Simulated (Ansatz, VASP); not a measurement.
## One calculation of PbS, two programs

File INCAR:

```
ALGO = Normal
EDIFF = 1E-6
ENCUT = 520
GGA = PS
ISIF = 2
ISMEAR = 0
LASPH = T
LCHARG = F
LREAL = F
LWAVE = F
NBANDS = 28
NELM = 100
PREC = Accurate
SIGMA = 0.02
```

File KPOINTS:

```
k-points
0
Gamma
  6 6 2
```

File POSCAR:

```
PbS
1.0
    2.9828237909     -2.9853071100      0.0000000000
    2.9828237909      2.9853071100      0.0000000000
   -2.0983282922      0.0000000000     22.2066715542
Pb S
2 2
Direct
    0.7325607200      0.7221167300      0.9356984400
    0.2628094440      0.2825131060      0.0643015600
    0.2459456800      0.2157896700      0.9443729600
    0.7842103300      0.7540543200      0.0556270400
```

Input for Ansatz:

```yaml
crystal:
  lattice:
    - [2.9828237909, -2.98530711, 0.0]
    - [2.9828237909, 2.98530711, 0.0]
    - [-2.0983282922, 0.0, 22.2066715542]
  atoms:
    - { symbol: Pb, position: [0.73256072, 0.72211673, 0.93569844] }
    - { symbol: Pb, position: [0.262809444, 0.282513106, 0.06430156] }
    - { symbol: S, position: [0.24594568, 0.21578967, 0.94437296] }
    - { symbol: S, position: [0.78421033, 0.75405432, 0.05562704] }
basis:
  ecutwfc: 420
kpoints:
  mp_grid: { grid: [6, 6, 2] }
hamiltonian:
  xc: pbesol
scf:
  occupations: { method: gaussian, width: 0.02 }
output:
  forces: true
  stress: true
  eigenvalues: true
```

Change from the starting cell: one atom moved.

Alike in both runs: task single point; functional PBEsol; k mesh 6 × 6 × 2; occupations gaussian, width 0.02 eV; no spin polarisation.

|  | VASP | Ansatz |
| --- | --- | --- |
| version | VASP 6.6.1 | Ansatz 0.2.0 |
| potentials or method | VASP PAW PBE potentials, release 64 (Pb_d, S) | scalar-relativistic, plane waves, PAW |
| plane-wave cutoff (eV) | 520 | 420 |
| valence electrons in the cell | 40 | 40 |

VASP gave:

| Quantity | Value |
| --- | --- |
| gap on the k mesh at the Fermi level (eV) | 2.05 |
| least direct gap on the mesh (eV) | 2.12 |
| rms of the force components (eV/Å) | 0.068 |

Task: Which values does Ansatz return?

Result: gap on the k mesh at the Fermi level (eV): 2.05; least direct gap on the mesh (eV): 2.11; rms of the force components (eV/Å): 0.067.

Atom by atom the forces differ by 0.002 eV/Å (rms over components). The functional is the same, so the differences come from potentials, cutoffs and numerics.

Caveats: the PAW data sets were made with another functional, which shifts forces and pressure a little (VASP); spin-orbit coupling is left out, which as a rule narrows the gap of such compounds by several tenths of an eV.
